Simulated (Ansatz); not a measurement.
**RuS (CsCl type): one cell, many starting occupations (series 2)**

Task: map the metastable states of RuS (CsCl type) by varying the start. Cell and atoms stay fixed. This structure was made by substitution into a known type, so it needn't be the compound's stable form.

Computed with Ansatz 0.2.0 (DFT PBE without U, plane waves, PAW, unless a step's input says otherwise).

**1. Starting point**

The structure is cubic, space group Pm-3m (No. 221). Conventional cell: a = 3.032 Å, b = 3.032 Å, c = 3.032 Å, α = 90.00°, β = 90.00°, γ = 90.00°. Ru (site symmetry m-3m) has 8 S at 2.63 Å in its first shell of neighbours. S (site symmetry m-3m) is surrounded by 8 Ru at 2.63 Å.

Structure file:

```
Ru S
1.0
     3.03190    0.00000    0.00000
     0.00000    3.03190    0.00000
     0.00000    0.00000    3.03190
Ru S
1 1
Cartesian
  0.0000 0.0000 0.0000
  1.5160 1.5160 1.5160
```

Magnetic order typed: ferromagnetic.

The runs: random orbitals: single harmonics, second filling; random orbitals: fully mixed, first filling; random orbitals: single harmonics, first filling; random orbitals: fully mixed, one electron more; random orbitals: drawn by pairs, second filling.

An earlier series on this cell reached its lowest free state from «random orbitals: drawn by pairs, first filling», perhaps among other starts (it ended with site moments under 0.05 μB).

**2. Random orbitals: single harmonics, second filling**

input.yaml

```yaml
crystal:
  lattice:
    - [3.03190283, 0.0, 0.0]
    - [0.0, 3.03190283, 0.0]
    - [0.0, 0.0, 3.03190283]
  atoms:
    - { symbol: Ru, position: [0.0, 0.0, 0.0], spin: 2.0 }
    - { symbol: S, position: [0.5, 0.5, 0.5] }
basis:
  ecutwfc: 420
  ecutrho_ratio: 4
kpoints:
  mp_grid: { grid: [6, 6, 6] }
hamiltonian:
  xc: pbe
  hubbard:
    sites:
      - { site: 0, l: d, u_eff: 0.0, starting_ns: [{ spin: up, occupation_matrix: s0up }, { spin: down, occupation_matrix: s0down }] }
    occupation_matrices:
      s0up:
        matrix:
          - [0.97, 0.0, 0.0, 0.0, 0.0]
          - [0.0, 0.02, 0.0, 0.0, 0.0]
          - [0.0, 0.0, 0.97, 0.0, 0.0]
          - [0.0, 0.0, 0.0, 0.97, 0.0]
          - [0.0, 0.0, 0.0, 0.0, 0.97]
      s0down:
        matrix:
          - [0.02, 0.0, 0.0, 0.0, 0.0]
          - [0.0, 0.97, 0.0, 0.0, 0.0]
          - [0.0, 0.0, 0.97, 0.0, 0.0]
          - [0.0, 0.0, 0.0, 0.02, 0.0]
          - [0.0, 0.0, 0.0, 0.0, 0.02]
    ns_hold: { iters: 12 }
scf:
  occupations: { method: gaussian, width: 0.05 }
  lower_state_search: "off"
  max_iter: 150
output:
  forces: true
  stress: true
  eigenvalues: true
  populations: true
  hubbard: { sites: [{ site: 0, l: d }] }
magnetization:
  spin_polarized: true
```

The typed matrices put 0.97 on the chosen orbitals and 0.02 on the others, and are held for 12 cycles.

The run is started by

```sh
ansatz run input.yaml --threads 2 --pin off --max-ram 3072MiB --backend cpu --events-out ev --progress --plain --runs-dir out
```

Log, cut to the lines that bear on the results:

```text
Warning: crystal.symmetry: narrowed to the stabiliser of the occupation matrices — unitary ops 48 → 8; lowered by the specified shell (site 0, l: d); largest admitted image defect 4.4e-16, smallest excluded 9.5e-1 — at a splitting's scale: the group the occupation matrices' own texture admits
Warning: RAYON_NUM_THREADS=2 ignored (pool sized by the plan → 2); use --threads N
Ru: projections on atomic orbitals take those of the free atom [Ar 3d10] 4s2 4p6 4d7 5s1, of charge +0.00 (hamiltonian.pseudopotentials.projection_atoms); the dataset's partial waves leave at most 8.1e-6 of an orbital's norm unspanned inside its sphere
S: projections on atomic orbitals take those of the free atom [Ne] 3s2 3p4, of charge +0.00 (hamiltonian.pseudopotentials.projection_atoms); the dataset's partial waves leave at most 1.6e-7 of an orbital's norm unspanned inside its sphere
[...]
Pseudopotentials: kind: paw
Pseudopotential: Ru, paw, valence charge 16, recommended cutoff 420 eV (normal), Ru.paw.azcp
Pseudopotential: S, paw, valence charge 6, recommended cutoff 420 eV (normal), S.paw.azcp
Functional definition: PBE
[...]
Crystal: 2 atoms, lattice volume = 27.871 Å³
Basis set: ecut = 420 eV, 515 PW (Γ), exchange–correlation on 48×48×48 points (8 copies of the dense FFT grid, shifted against one another)
Bands: 16, of which v1, the nominal top of the filled ones, is band 11 counted from 1 (10 counted from 0)
Symmetry: 8 space group operations
k-points: 64 of 216
[...]
Starting moments: Σ|m| = 2 μB on 1 of 2 sites
[...]
SCF iter   1: F=—  HF=-6770.639894 eV  |F-HF|=—  |Δ(HF+E_count)|=         —  Δρ=1.05e-1 (↑9.84e-2 ↓1.05e-1)  dr2=5.83e0  dr2_m=1.61e0  M=2.000 μB ∫|m|=2.381 μB  β_m=0.30  ethr=3.10e-3  ⟨swp⟩=5.2  Hψ=10613  notcnv=0
[...]
WARN: the starting moments were not kept: the SCF closed with an absolute magnetisation of 1.4e-6 μB, where they sum to 2 μB in size (1 site). That is at most 0.1 of that sum. Measured as dr2_m measures the in/out step, that magnetisation stands 7.4e-13 eV from none, at or under the [...]
WARN: hamiltonian.hubbard: on 2 of 2 specified blocks the occupation matrix of this SCF's result fails the test of the specified filling. At site 0 ↑ (sites count from 0 in the list of atoms of the cell that this SCF solves) the least filled combination of the orbitals specified full has [...]
Free energy (F): -6780.298469 eV
[...]
E sigma→0 (E₀):  -6780.297988 eV
Entropy (-TS):   -0.000962 eV (-0.481 meV/atom)
Fermi energy:    17.705845 eV
[...]
--- Specified on-site occupations, and those of the state reported ---
  electrons in the specified blocks: 5.9000 specified, 7.2758 found
  site 0 (l=d) ↓: largest change of an orbital's occupation 0.7116; electrons 2.0000 specified, 3.6379 found; spectral distance 1.2667
  site 0 (l=d) ↑: largest change of an orbital's occupation 0.7049; electrons 3.9000 specified, 3.6379 found; spectral distance 0.8548
--- Forces (eV/Å), atoms counted from 1 ---
  atom   1  Ru     0.00000000     0.00000000     0.00000000
  atom   2  S      0.00000000     0.00000000     0.00000000
[...]
--- Stress (GPa, compression-positive) ---
       -6.893538       0.000000       0.000000
        0.000000      -6.893535       0.000000
        0.000000       0.000000      -6.893531
  P = ⅓ Tr σ = -6.8935 GPa (-68.935 kbar)
--- Band table (eV; the first three rows and the last of 128) ---
  k-point 0 ↑: bands = ["-55.3241", "-25.2649", "-25.2649", "-25.2649", "1.1687", "13.2670", "13.2670", "15.3995", "15.3995", "15.3995", "16.6908", "16.6908", "16.6908", "20.9635", "26.0812", "26.0812"]
[...]
Occupation matrices written to <dir>
--- Löwdin populations: 2 sites ---
  site symbol       q [e]    m [muB]
     0     Ru     15.8118     0.0000
     1      S      6.0013     0.0000
  spilling = 0.008497 (of n_electrons = 22.000000)
--- Occupation matrices: 1 shell (run DFT+U table (all-electron-ortho-atomic); ε = 2.00e-2, provisional) ---
  Ru0 d_4D: site group Oh (m-3m)
  Ru0 d_4D up     Tr n = 3.6379  λ = 0.725 0.725 0.725 0.732 0.732  [5× z2 0.20 (T2g 0.60) T2g(0.60)]
  Ru0 d_4D dn     Tr n = 3.6379  λ = 0.725 0.725 0.725 0.732 0.732  [5× z2 0.20 (T2g 0.60) T2g(0.60)]
  specified occupation → Ru0 d_4D up: matrix, ‖Δ‖_F = 0.8548, Tr Δ = +0.2621, displaced = 0.8360, d_λ = 0.8548; orbital distance = 0.8944
  specified occupation → Ru0 d_4D dn: matrix, ‖Δ‖_F = 1.2766, Tr Δ = -1.6379, displaced = 1.3091, d_λ = 1.2667; orbital distance = 1.0954
  Tr n, λ and their labels are of the run-group-symmetrised matrices; stabiliser: 96 of 96 elements of G0×{1,Θ} (closed), max defect 1.1e-6 at τ = 4.2e-3
```

Wall time 6.1 s (2 threads of Intel Xeon Platinum 8488C (Sapphire Rapids), shared host); peak memory 0.41 GiB.

Result: no gap, pressure -6.9 GPa, no moment over 0.05 μB in any sphere, largest force component 0.00 eV/Å, 8 symmetry operations imposed. The program reports that the typed filling wasn't kept.

How the shells are filled (orbitals counted by the eigenvalues of the occupation matrices):

```csv
shell,channel,electrons,over 0.8,0.2 to 0.8,under 0.2
Ru 4d (atom 1),up,3.64,0,5,0
Ru 4d (atom 1),down,3.64,0,5,0
```

**3. Random orbitals: fully mixed, first filling**

input.yaml: that of step 2 with these lines changed.

```diff
@@ -6,3 +6,3 @@
   atoms:
-    - { symbol: Ru, position: [0.0, 0.0, 0.0], spin: 2.0 }
+    - { symbol: Ru, position: [0.0, 0.0, 0.0], spin: 4.0 }
     - { symbol: S, position: [0.5, 0.5, 0.5] }
@@ -22,3 +22,3 @@
           - [0.97, 0.0, 0.0, 0.0, 0.0]
-          - [0.0, 0.02, 0.0, 0.0, 0.0]
+          - [0.0, 0.97, 0.0, 0.0, 0.0]
           - [0.0, 0.0, 0.97, 0.0, 0.0]
@@ -28,8 +28,8 @@
         matrix:
-          - [0.02, 0.0, 0.0, 0.0, 0.0]
-          - [0.0, 0.97, 0.0, 0.0, 0.0]
-          - [0.0, 0.0, 0.97, 0.0, 0.0]
-          - [0.0, 0.0, 0.0, 0.02, 0.0]
-          - [0.0, 0.0, 0.0, 0.0, 0.02]
-    ns_hold: { iters: 12 }
+          - [0.02038, -0.00284, -0.00701, 0.01706, -0.00341]
+          - [-0.00284, 0.04133, 0.05261, -0.12797, 0.02559]
+          - [-0.00701, 0.05261, 0.14977, -0.31566, 0.06313]
+          - [0.01706, -0.12797, -0.31566, 0.78781, -0.15356]
+          - [-0.00341, 0.02559, 0.06313, -0.15356, 0.05071]
+    ns_hold: until_converged
 scf:
```

The typed matrices put 0.97 on the chosen orbitals and 0.02 on the others, and are held until the SCF converges, then released.

The run is started by

```sh
ansatz run input.yaml --threads 2 --pin off --max-ram 3072MiB --backend cpu --events-out ev --progress --plain --runs-dir out
```

Log, cut to the lines that bear on the results:

```text
Warning: crystal.symmetry: narrowed to the stabiliser of the occupation matrices — unitary ops 48 → 2; lowered by the specified shell (site 0, l: d); largest admitted image defect 4.4e-16, smallest excluded 3.1e-1 — at a splitting's scale: the group the occupation matrices' own texture admits
Warning: RAYON_NUM_THREADS=2 ignored (pool sized by the plan → 2); use --threads N
Ru: projections on atomic orbitals take those of the free atom [Ar 3d10] 4s2 4p6 4d7 5s1, of charge +0.00 (hamiltonian.pseudopotentials.projection_atoms); the dataset's partial waves leave at most 8.1e-6 of an orbital's norm unspanned inside its sphere
S: projections on atomic orbitals take those of the free atom [Ne] 3s2 3p4, of charge +0.00 (hamiltonian.pseudopotentials.projection_atoms); the dataset's partial waves leave at most 1.6e-7 of an orbital's norm unspanned inside its sphere
[...]
[... 4 set-up lines as earlier in the session ...]
[...]
Crystal: 2 atoms, lattice volume = 27.871 Å³
[...]
WARN: the starting moments were not kept: the SCF closed with an absolute magnetisation of 3.2e-6 μB, where they sum to 4 μB in size (1 site). That is at most 0.1 of that sum. Measured as dr2_m measures the in/out step, that magnetisation stands 5.5e-12 eV from none, at or under the [...]
        0.000000      -6.893540      -0.000002
        0.000004      -0.000002      -6.893545
  P = ⅓ Tr σ = -6.8935 GPa (-68.935 kbar)
--- Band table (eV; the first three rows and the last of 224) ---
  k-point 0 ↑: bands = ["-55.3241", "-25.2649", "-25.2649", "-25.2649", "1.1687", "13.2670", "13.2670", "15.3995", "15.3995", "15.3995", "16.6908", "16.6908", "16.6908", "20.9635", "26.0812", "26.0812", "33.5182"]
[...]
Occupation matrices written to <dir>
--- Löwdin populations: 2 sites ---
  site symbol       q [e]    m [muB]
     0     Ru     15.8118     0.0000
     1      S      6.0013     0.0000
  spilling = 0.008497 (of n_electrons = 22.000000)
--- Occupation matrices: 1 shell (run DFT+U table (all-electron-ortho-atomic); ε = 2.00e-2, provisional) ---
  Ru0 d_4D: site group Oh (m-3m)
  Ru0 d_4D up     Tr n = 3.6379  λ = 0.725 0.725 0.725 0.732 0.732  [5× z2 0.20 (T2g 0.60) T2g(0.60)]
  Ru0 d_4D dn     Tr n = 3.6379  λ = 0.725 0.725 0.725 0.732 0.732  [5× z2 0.20 (T2g 0.60) T2g(0.60)]
  specified occupation → Ru0 d_4D up: matrix, ‖Δ‖_F = 0.5421, Tr Δ = +1.2121, displaced = 0.6060, d_λ = 0.5421; orbital distance = 0.0000
  specified occupation → Ru0 d_4D dn: matrix, ‖Δ‖_F = 1.4340, Tr Δ = -2.5879, displaced = 1.5337, d_λ = 1.4332; orbital distance = 0.8944
  Tr n, λ and their labels are of the run-group-symmetrised matrices; stabiliser: 96 of 96 elements of G0×{1,Θ} (closed), max defect 3.0e-6 at τ = 4.2e-3
```

Run time: 11 s. Hardware: 2 threads of Intel Xeon Platinum 8488C (Sapphire Rapids), shared host; peak memory 0.47 GiB.

Result: no gap, pressure -6.9 GPa, no moment over 0.05 μB in any sphere, largest force component 0.00 eV/Å, 2 symmetry operations imposed. The program reports that the typed filling wasn't kept.

How the shells are filled (orbitals counted by the eigenvalues of the occupation matrices):

```csv
shell,channel,electrons,over 0.8,0.2 to 0.8,under 0.2
Ru 4d (atom 1),up,3.64,0,5,0
Ru 4d (atom 1),down,3.64,0,5,0
```

(Part 1 of 2 ends here.)
